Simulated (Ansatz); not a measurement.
# Wurtzite BeO

The numbers are results of PBE0 (plane waves, PAW; Ansatz, a first-principles code), not measurements.

Run with plane-wave cutoff 460 eV, 12×12×6 k mesh (along the axes of the cell as run), Fermi–Dirac smearing 0.01 eV, scalar-relativistic PAW data made under PBE.

Cell (relaxed at this level):

Space group P6₃mc (No. 186); a = 2.6861 Å, b = 2.6861 Å, c = 4.3601 Å, α = 90.00°, β = 90.00°, γ = 120.00°

```json
[
 {"atom": "Be", "site": "2b", "symmetry": "3m.", "x": "0.3333", "y": "0.6667", "z": "0.0001"},
 {"atom": "O", "site": "2b", "symmetry": "3m.", "x": "0.3333", "y": "0.6667", "z": "0.3779"}
]
```

For wurtzite BeO, the band gap comes out as 10.39 eV (on the SCF k mesh) (direct) and the width of the whole s-p valence band is 20.45 eV.

Measured, for comparison: band gap 11.29 eV (zero-point renormalisation of 699 meV (computed, non-adiabatic AHC, without the lattice-expansion part) added back here; inputs from Miglio et al. (2020), arXiv:2011.12765). Computed (rounded) less measured: band gap -0.90 eV.

Static lattice: no zero-point or thermal effects.

Cost on a shared machine: roughly 17 core-minutes.
